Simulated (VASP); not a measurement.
**BAs in VASP 6.6.1, single-point calculation**

INCAR

```
METAGGA = MBJ
SIGMA = 0.02
EDIFF = 1E-7
ISIF = 2
LCHARG = .FALSE.
PREC = Accurate
NBANDS = 11
NELM = 120
LWAVE = .FALSE.
ENCUT = 520
LREAL = .FALSE.
IBRION = -1
LASPH = .TRUE.
NSW = 0
ISMEAR = -1
```

KPOINTS

```
KPOINTS created by Atomic Simulation Environment
0
Gamma
10 10 10
0 0 0
```

POSCAR

```
B  As
 1.0000000000000000
     0.0000000000000000    2.3052873174999999    2.3052873174999999
     2.3052873174999999    0.0000000000000000    2.3052873174999999
     2.3052873174999999    2.3052873174999999    0.0000000000000000
 B   As
   1   1
Cartesian
  0.0000000000000000  0.0000000000000000  0.0000000000000000
  2.3052873174999999  2.3052873174999999  2.3052873174999999
```

The recommended PBE PAW datasets give the neutral cell 8 valence electrons.

Command

```
mpirun -np 1 vasp_std
```

OSZICAR

```
N       E                     dE             d eps       ncg     rms          rms(c)
DAV:   1     0.135562943306E+03    0.13556E+03   -0.40035E+03  1034   0.665E+02
DAV:   2     0.115976910062E+03   -0.19586E+02   -0.18809E+02  1369   0.973E+01
DAV:   3     0.115437475986E+03   -0.53943E+00   -0.53165E+00  1298   0.140E+01
DAV:   4     0.115436216916E+03   -0.12591E-02   -0.12581E-02  1147   0.643E-01
DAV:   5     0.115436216182E+03   -0.73408E-06   -0.73432E-06  1222   0.160E-02    0.672E+00
DAV:   6     0.116293039922E+03    0.85682E+00   -0.55799E+00  1052   0.102E+01    0.251E+00
DAV:   7     0.116777398419E+03    0.48436E+00   -0.93122E-01  1046   0.476E+00    0.105E+00
DAV:   8     0.117107441989E+03    0.33004E+00   -0.19173E-01  1094   0.203E+00    0.537E-01
DAV:   9     0.117403473886E+03    0.29603E+00   -0.50561E-02  1082   0.102E+00    0.240E-01
DAV:  10     0.117567846905E+03    0.16437E+00   -0.13612E-02  1112   0.643E-01    0.727E-02
...
DAV:  26     0.117539422192E+03   -0.61620E-05   -0.34097E-09   544   0.416E-04    0.474E-04
DAV:  27     0.117539412386E+03   -0.98062E-05   -0.94301E-09   544   0.467E-04    0.191E-04
DAV:  28     0.117539410810E+03   -0.15757E-05   -0.10443E-09   544   0.245E-04    0.103E-04
DAV:  29     0.117539408434E+03   -0.23759E-05   -0.41501E-10   544   0.101E-04    0.446E-05
DAV:  30     0.117539408100E+03   -0.33420E-06   -0.72465E-11   538   0.471E-05    0.447E-05
DAV:  31     0.117539406035E+03   -0.20655E-05   -0.56021E-10   544   0.102E-04    0.216E-05
DAV:  32     0.117539407271E+03    0.12360E-05   -0.38655E-10   544   0.868E-05    0.148E-05
DAV:  33     0.117539406674E+03   -0.59643E-06   -0.23367E-10   535   0.580E-05    0.145E-05
DAV:  34     0.117539406697E+03    0.22777E-07   -0.11332E-10   535   0.406E-05
   1 F= 0.11753941E+03 E0= 0.11754020E+03  d E =-.158351E-02
```

It converged. Results: gap between bands v and c on the k mesh -4.92 eV (bands overlap: a metal); least direct gap on the k mesh 0.15 eV. Band v is the last that the valence electrons fill when counted band by band, and c is the next.

The MBJ potential has no energy functional, so only its levels carry meaning.

For comparison, a separate PBEsol run of the intended cell, on usual settings and not on those above, gives a gap of -4.74 eV on its mesh and a pressure of -3.4 GPa.

The run above took about 31 s on one core of a shared host (Intel Xeon Platinum 8488C) and held 0.15 GiB at most.
